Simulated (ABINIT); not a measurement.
Runs of ABINIT 10.8.3 (patched build) on PbSe (Clausthalite). The structure is cubic, space group Fm-3m (No. 225). The conventional cell has a = 6.121 Å, b = 6.121 Å, c = 6.121 Å, α = 90.00°, β = 90.00°, γ = 90.00°. Pb (site symmetry m-3m) has 6 Se at 3.06 Å as nearest neighbours. Se (site symmetry m-3m) is surrounded by 6 Pb at 3.06 Å. 

```tsv
level	potentials or basis	k mesh	cutoff (eV)	SCF threshold (tolvrs)	SCF scheme (iscf)	other keys	mesh quality	gap on the mesh (eV)	pressure (GPa)
HSE06	SPMS NC PBE v1.0	3 × 3 × 3	816	-	-	-	coarse	-	-1.4
HSE06	SG15 NC PBE v1.2	4 × 4 × 4	490	1e-12	17	k = 4 × 4 × 4; tolvrs = 1e-12; iscf = 17	coarse	(a)	0.6
HSE06	SG15 NC PBE v1.2	3 × 3 × 3	490	-	-	-	coarse	-	(b)
HSE06	SG15 NC PBE v1.2	6 × 6 × 6	490	-	-	-	not flagged	0.57	0.5
PBE0	SG15 NC PBE v1.2	3 × 3 × 3	490	-	-	-	coarse	-	-0.7
```

Alike in all rows: task single point; no spin polarisation; cell as given; smearing fixed.

Task: Fill in the values left out.

Result: (a) 0.58; (b) -0.5.

Caveats: some runs use coarse meshes; the potentials were made for another functional, which shifts forces and pressure; Libxc's HSE differs a little from that of other programs (some runs); exact exchange is summed on a coarse mesh, which widens gaps by tenths of an eV (some runs); spin-orbit coupling is left out, which as a rule narrows the gap of such compounds by several tenths of an eV (some runs).

A k mesh can miss the band edges, and the runs leave out spin-orbit coupling on Pb, Se.

The runs don't all hold the same shells in valence.

Runs at the PBE level aren't shown here.
